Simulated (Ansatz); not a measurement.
# Ga2O3: the band gap up the ladder of functionals

An exercise on one series of results from a longer session: the logs are not shown, and one member is left open.

Code: Ansatz 0.2.0. PAW datasets, plane waves. Spin-unpolarised throughout; all numbers are computed.

## The structure to begin with

The cell was relaxed beforehand with r2SCAN.

The symmetry is R-3c (No. 167, trigonal); conventional cell a = 4.985 Å, c = 13.442 Å, 9.64 Å³ an atom. Ga has 6 O at 1.93–2.07 Å; O has 4 Ga at 1.93–2.07 Å.

As a file:

```cif
data_structure
_symmetry_space_group_name_H-M 'R-3c:H'
_symmetry_Int_Tables_number 167
_cell_length_a 4.9845
_cell_length_b 4.9845
_cell_length_c 13.4419
_cell_angle_alpha 90.000
_cell_angle_beta 90.000
_cell_angle_gamma 120.000
_cell_volume 289.23
loop_
_atom_site_label
_atom_site_type_symbol
_atom_site_symmetry_multiplicity
_atom_site_Wyckoff_symbol
_atom_site_fract_x
_atom_site_fract_y
_atom_site_fract_z
_atom_site_occupancy
Ga1 Ga 12 c 0.00000 0.00000 0.35543 1
O1 O 18 e 0.00000 0.69637 0.25000 1
```

Set-up of the first run:

Input file input.yaml:

```yaml
crystal:
  lattice:
    - [2.4922617652, 1.438908001, 4.4806389205]
    - [-2.4922617652, 1.438908001, 4.4806389205]
    - [0.0, -2.877816002, 4.4806389205]
  atoms:
    - { symbol: Ga, position: [0.8554263236, 0.8554263236, 0.8554263236] }
    - { symbol: Ga, position: [0.6445736764, 0.6445736764, 0.6445736764] }
    - { symbol: Ga, position: [0.1445736764, 0.1445736764, 0.1445736764] }
    - { symbol: Ga, position: [0.3554263236, 0.3554263236, 0.3554263236] }
    - { symbol: O, position: [0.75, 0.4463665335, 0.0536334665] }
    - { symbol: O, position: [0.4463665335, 0.0536334665, 0.75] }
    - { symbol: O, position: [0.0536334665, 0.75, 0.4463665335] }
    - { symbol: O, position: [0.25, 0.5536334665, 0.9463665335] }
    - { symbol: O, position: [0.9463665335, 0.25, 0.5536334665] }
    - { symbol: O, position: [0.5536334665, 0.9463665335, 0.25] }
kpoints:
  mp_grid: { grid: [6, 6, 6] }
  band_path:
    path:
      - [[0.0, 0.0, 0.0], [0.5, 0.5, 0.5], [0.7645798190177, 0.2354201809823, 0.5]]
      - [[0.5, -0.2354201809823, 0.2354201809823], [0.5, 8.30924210928e-17, -2.292606828931e-17], [0.0, 0.0, 0.0], [0.3677100904911, -0.3677100904911, -5.648248590464e-17]]
      - [[0.6322899095089, 6.441273716077e-17, 0.3677100904911], [0.5, 6.441273716077e-17, 0.5], [0.0, 0.0, 0.0]]
    npoints: 10
hamiltonian:
  xc: pbe
scf:
  occupations: { method: fermi_dirac, width: 0.02 }
  n_extra_bands: 6
output:
  forces: true
  stress: true
  eigenvalues: true
```

Started as:

```bash
> ansatz run input.yaml --threads 4 --pin off --max-ram 6451MiB --backend cpu --events-out ev --progress --plain --runs-dir out
```

Steps of the session up to this table: Band structure with PBE; Single point with r2SCAN; HSE06; PBE+SOC; Single point with PBE0.

One table of the session follows, with a row left open; its other results are not shown here.

```
  level  gap (eV)
    PBE      2.85
 r2SCAN      3.55
  HSE06      4.62
PBE+SOC      2.85
   PBE0         ?
```

Q: Estimate the row for PBE0 from the others.

As computed: gap (eV): 5.34. In the column «gap (eV)» it is the highest.

Meshes: PBE 6×6×6, r2SCAN 6×6×6, HSE06 4×4×4, PBE+SOC 6×6×6, PBE0 4×4×4

The gap runs from 2.85 eV (PBE) to 5.34 eV (PBE0). Against HSE06, PBE is short by 1.77 eV, at 62 % of it, and r2SCAN 77 %. PBE0 lies 0.72 eV above HSE06, which differs from it by screening the long-range exchange.

Limits of these values: Warnings in the runs' records: stress exchange threshold loose, stress scf threshold loose.
